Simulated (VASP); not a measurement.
A run of VASP 6.6.1 is set up as follows.

The input POSCAR:

```
Pt
1.0
   -1.5598900000      1.5598900000      1.5598900000
    1.5598900000     -1.5598900000      1.5598900000
    1.5598900000      1.5598900000     -1.5598900000
Pt
1
Direct
    0.0000000000      0.0000000000      0.0000000000
```

The input INCAR.step1:

```
SYSTEM = Pt
  PREC = Accurate
  ENCUT = 520
  EDIFF = 1E-5
  ISMEAR = 0
  SIGMA = 0.1
  LREAL = .FALSE.
  LASPH = .TRUE.
  NELM = 60
  ALGO = Normal
  ISIF = 2
  LWAVE = .TRUE.
  LCHARG = .FALSE.
  NBANDS = 11
  GGA = PE
```

File INCAR.step2:

```
SYSTEM = Pt
  PREC = Accurate
  ENCUT = 520
  EDIFF = 1E-6
  ISMEAR = 0
  SIGMA = 0.1
  LREAL = .FALSE.
  LASPH = .TRUE.
  NELM = 60
  ALGO = Normal
  ISIF = 2
  LWAVE = .FALSE.
  LCHARG = .FALSE.
  GGA = PE
  LHFCALC = .TRUE.
  HFSCREEN = 0.2
  PRECFOCK = Fast
  NBANDS = 11
  ISTART = 1
```

Contents of KPOINTS:

```
Automatic mesh
0
G
  8 8 8
  0 0 0
```

Potentials or basis: VASP PAW PBE potentials, release 64 (Pt).

Command:

```console
$ cat potpaw_PBE.64/Pt/POTCAR > POTCAR
$ cp INCAR.step1 INCAR
$ mpirun -np 1 vasp_std > vasp.out
$ cp INCAR.step2 INCAR
$ mpirun -np 1 vasp_std > vasp.out
```

Question: What does it give for the band gap on the k mesh?

Answer: None (metal or under the smearing width).

Question: Predict the pressure.

Answer: 4.1 GPa.

Caveat: the PAW data sets were made with another functional, which shifts forces and pressure a little. The run has no spin-orbit coupling, so splittings on Pt are missing.
